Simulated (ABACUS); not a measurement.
Runs of ABACUS 3.10.1 on WS2 (Tungstenite). It takes space group P6_3/mmc (No. 194, hexagonal). Conventional cell: a = 3.180 Å, b = 3.180 Å, c = 12.500 Å, α = 90.00°, β = 90.00°, γ = 120.00°. W (site symmetry -6m2) is surrounded by 6 S at 2.41 Å. S (site symmetry 3m) has 3 W at 2.41 Å as nearest neighbours. 

```tsv
task	level	k mesh	path	points for each segment of the path	symmetry key	gap on the mesh (eV)	pressure (GPa)	largest force (eV/Å)
single point	revPBE	7 × 7 × 2	-	-	1	1.17	(c)	0.43
single point	LDA	7 × 7 × 2	-	-	1	1.07	(a)	(b)
single point	PBEsol	7 × 7 × 2	-	-	1	1.10	-0.2	0.18
single point	SOGGA	7 × 7 × 2	-	-	1	1.10	-1.8	0.10
```

Alike in all rows: potentials or basis PseudoDojo NC SR 0.4.1 PBE standard, DZP LCAO (the cutoffs set its grid); no spin polarisation; cell as given; cutoff (eV) 1361; smearing fermi-dirac 0.05 eV.

Task: Estimate the missing entries.

Result: (a) -2.1; (b) 0.11; (c) 5.9.

Caveats: the atomic orbitals were generated for these runs and aren't a published set; the potentials were made for another functional, which shifts forces and pressure; spin-orbit coupling is left out, which moves the levels of the heavy elements; an odd mesh through Γ misses points on the zone boundary, where band edges often lie; the basis of atomic orbitals isn't converged, which shifts pressures, moduli and gaps; this functional lacks dispersion, which binds the layers, so the pressure and a relaxed spacing across them are unreliable (some runs).

A k mesh can miss the band edges, and the runs leave out spin-orbit coupling on W.

Runs at the PBE level aren't shown here.
